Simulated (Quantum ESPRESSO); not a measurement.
The system is W.

```
W
1.0
    -1.58234    1.58234    1.58234
     1.58234   -1.58234    1.58234
     1.58234    1.58234   -1.58234
W
1
Direct
  0.00000 0.00000 0.00000
```

Base run:

- Program: Quantum ESPRESSO 7.5
- Functional: PBE
- Potentials or basis: SG15 PBE 1.2
- Cutoff: 1020 eV
- Density cutoff: 4082 eV
- k mesh: 12 × 12 × 12
- Occupations: fermi-dirac, width 0.05 eV
- Spin: no spin polarisation

Its results: band gap on the k mesh none (metal or under the smearing width); pressure 6.2 GPa.

Question: The run is repeated on the same cell with these changes: functional from PBE to HLE16. What comes out?

Answer: Band gap on the k mesh none (metal or under the smearing width); pressure -44.8 GPa.

Caveats: spin-orbit coupling is left out, which moves the levels of the heavy elements; the potentials were made for another functional, which shifts forces and pressure (some runs); the cell as given lies far from equilibrium (some runs); the potentials were made for a functional far from this one (some runs).
